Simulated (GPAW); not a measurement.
A run of GPAW 26.7.0:

run.py

```python
from ase import Atoms
from ase.dft.bandgap import bandgap
from ase.io import write
from gpaw import GPAW, PW
from gpaw.response.df import DielectricFunction

atoms = Atoms(['Mo', 'Mo', 'S', 'S', 'S', 'S'],
              cell=[[3.169, 0.0, 0.0],
                    [-1.5845, 2.7444345046, 0.0],
                    [0.0, 0.0, 12.324]],
              scaled_positions=[[0.6666666667, 0.3333333333, 0.75],
                                [0.3333333333, 0.6666666667, 0.25],
                                [0.6666666667, 0.3333333333, 0.377],
                                [0.3333333333, 0.6666666667, 0.877],
                                [0.6666666667, 0.3333333333, 0.123],
                                [0.3333333333, 0.6666666667, 0.623]],
              pbc=True)

calc = GPAW(mode=PW(450),
            xc='PBE',
            kpts={'size': (8, 8, 2), 'gamma': True},
            occupations={'name': 'fermi-dirac', 'width': 0.001},
            nbands=46,
            convergence={'density': 1e-06},
            maxiter=150,
            txt='gpaw.txt')
atoms.calc = calc
energy = atoms.get_potential_energy()
calc.write('gs.gpw')
write('result.traj', atoms)
print(f'Energy: {energy:.6f} eV')
print('Fermi level:', round(calc.get_fermi_level(), 4), 'eV')
print(f'Gap: {bandgap(calc)[0]:.4f} eV, direct: {bandgap(calc, direct=True)[0]:.4f} eV')

dense = calc.fixed_density(kpts={'size': (12, 12, 3), 'gamma': True},
                           nbands=80, convergence={'bands': 74, 'eigenstates': 1e-7},
                           update_fermi_level=True, txt='dense.txt')
dense.write('dense.gpw', mode='all')

df = DielectricFunction('dense.gpw', frequencies={'type': 'nonlinear', 'domega0': 0.05, 'omega2': 10},
                        eta=0.1, ecut=50, nbands=74, eshift=1, intraband=False, txt='df.txt')
for direction in ['x', 'z']:
    df.get_dielectric_function(xc='RPA', direction=direction, filename=f'df_{direction}.csv')
    e0, e = df.get_macroscopic_dielectric_constant(xc='RPA', direction=direction)
    print(f'{direction}: static eps {e0:.4f} without, {e:.4f} with local fields')
```

Potentials or basis: GPAW PAW data sets (gpaw-data 1.2.1), pw.

Run with:

```bash
$ OMP_NUM_THREADS=1 python run.py
```

Hardware: 1 thread of Intel(R) Xeon(R) Processor @ 2.50GHz (Skylake/Cascade Lake) (shared host).

Question: How long does it take, and how much memory?

Answer: Wall time 10 min on 1 thread of Intel(R) Xeon(R) Processor @ 2.50GHz (Skylake/Cascade Lake) (shared host), peak memory 0.64 GiB. Counts: scf iterations 34, plane waves 2382, bands 46, k points 20.
